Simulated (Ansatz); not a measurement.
# MgS in Ansatz: the effect of functional

The system is MgS.

```
S Mg
1.0
     0.00000    2.79483    2.79483
     2.79483    0.00000    2.79483
     2.79483    2.79483    0.00000
S Mg
1 1
Direct
  0.25000 0.25000 0.25000
  0.00000 0.00000 0.00000
```

The cell comes from a database or a generator and needn't be the stable form of this composition.

The cell isn't the ideal one: volume scaled by 0.96.

Alike in all runs:

| Property | Result |
| --- | --- |
| Program | Ansatz 0.2.0 |
| Task | single point |
| Potentials or basis | Ansatz PAW |
| k mesh | 8 × 8 × 8 |
| Occupations | fermi-dirac, width 0.05 eV |
| Spin | no spin polarisation |

Problem. One run gave: gap on the mesh 4.29 eV; pressure 2.5 GPa. Which functional did it use?
A. r2SCAN
B. PBEsol
C. LDA

Solution. A.

| functional | cutoff | gap on the mesh (eV) | pressure (GPa) |
| --- | --- | --- | --- |
| LDA | 420 eV (not typed: the program's choice for these potentials) | 3.38 | 0.1 |
| PBEsol | 420 eV (not typed: the program's choice for these potentials) | 3.48 | 2.0 |
| r2SCAN | 500 eV (not typed: the program's choice for these potentials) | 4.29 | 2.5 |

Caveats: the PAW data sets come from PBE, with cores solved anew for the run's functional, which leaves a small shift of forces and pressure.

A k mesh can miss the band edges.
